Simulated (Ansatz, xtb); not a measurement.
# Ligand exchange: SnH4 + C3H8S → SnH3(SH) + C3H8

Species: SnH4 `[SnH4]`, singlet; C3H8S (1-propanethiol) `CCCS`, singlet; SnH3(SH), singlet; C3H8 (propane) `CCC`, singlet. The partners trade H for SH: Sn–H and C–SH bonds give way to Sn–SH and C–H.

Shapes, held fixed at every level: PBE0-D4/def2-TZVP. Flexible molecules stand in one conformer, not always the lowest. Programs: Ansatz 0.2.0, xtb 6.7.1. Electronic energies: no zero-point or thermal term.

| level | kind | ΔE (kJ/mol) | less CCSD(T)/def2-TZVPP |
| --- | --- | --- | --- |
| GFN0-xTB | semi-empirical | -58.4 | +45.9 |
| HF/def2-TZVPP | Hartree–Fock | -117.0 | -12.7 |
| r2SCAN-D4/def2-TZVPP | meta-GGA | -109.0 | -4.7 |
| wB97M-V/def2-TZVPP | range-separated hybrid | -105.1 | -0.8 |
| wB97X-V/def2-TZVPP | range-separated hybrid | -104.2 | +0.1 |
| B2PLYP/def2-TZVPP | double hybrid | -110.5 | -6.2 |
| MP2/def2-TZVPP | perturbation theory | -108.0 | -3.7 |
| CCSD/def2-TZVPP | coupled cluster or CI | -105.9 | -1.6 |
| CCSD(T)/def2-TZVPP | coupled cluster or CI | -104.3 | 0.0 |

The highest level, CCSD(T)/def2-TZVPP, gives ΔE = -104.3 kJ/mol; the levels span -117.0 to -58.4. The column of differences is taken from that level and isn't an error. No measured value is set beside it here. For atoms past krypton def2 sets carry core potentials with scalar relativity. Correlated rows may include outer-core shells of Sn, which these sets cover unevenly.
